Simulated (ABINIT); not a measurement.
A run of ABINIT 10.8.3 (patched build):

File run.abi:

```
# Pseudopotentials
pp_dirpath "./"
pseudos "Hf.GGA_PBE-JTH.xml"

# Structure
acell 3.1395541085 3.1395541085 25.2537407808 Angstrom
rprim
     1.0000000000     0.0000000000     0.0000000000
    -0.5000000000     0.8660254038     0.0000000000
     0.0000000000     0.0000000000     1.0000000000
ntypat 1
znucl 72
natom 5
typat 1 1 1 1 1
xcart
     1.5697770542     0.9063112048     7.5000000000
     0.0000000000     1.8126224097    10.0634351952
     0.0000000000     0.0000000000    12.6268703904
     1.5697770542     0.9063112048    15.1903055856
     0.0000000000     1.8126224097    17.7537407808 Angstrom
chkprim 0
chksymtnons 0
tolsym 1.0e-6

# Plane-wave basis
ecut 517.016339 eV
pawecutdg 38.0
pawxcdev 0

# k points
kptopt 1
ngkpt 10 10 1
nshiftk 1
shiftk 0.0 0.0 0.0

# Exchange and correlation
ixc 11

# Bands and occupations
nband 36
occopt 3
tsmear 0.05 eV

# SCF cycle
nstep 120
tolvrs 1.0e-9

# Output
iomode 3
prtwf 0
prtden 0
prteig 0
prtebands 0

# Relaxation
ionmov 3
ntime 60
tolmxf 0.0001
```

Potentials or basis: JTH PAW PBE v2.0.

The run is started by

```bash
$ mpirun --bind-to none -np 4 abinit run.abi > log 2>&1
```

Hardware: 4 MPI ranks on Arm Neoverse N1, on a shared host.

How long does it take, and how much memory?

It took 16 min on 4 MPI ranks on Arm Neoverse N1 (shared host), peak memory 0.84 GiB a rank. Counts: scf iterations 187, mpi ranks 4, k points 14, bands 36, plane waves 5786, ion steps 8.
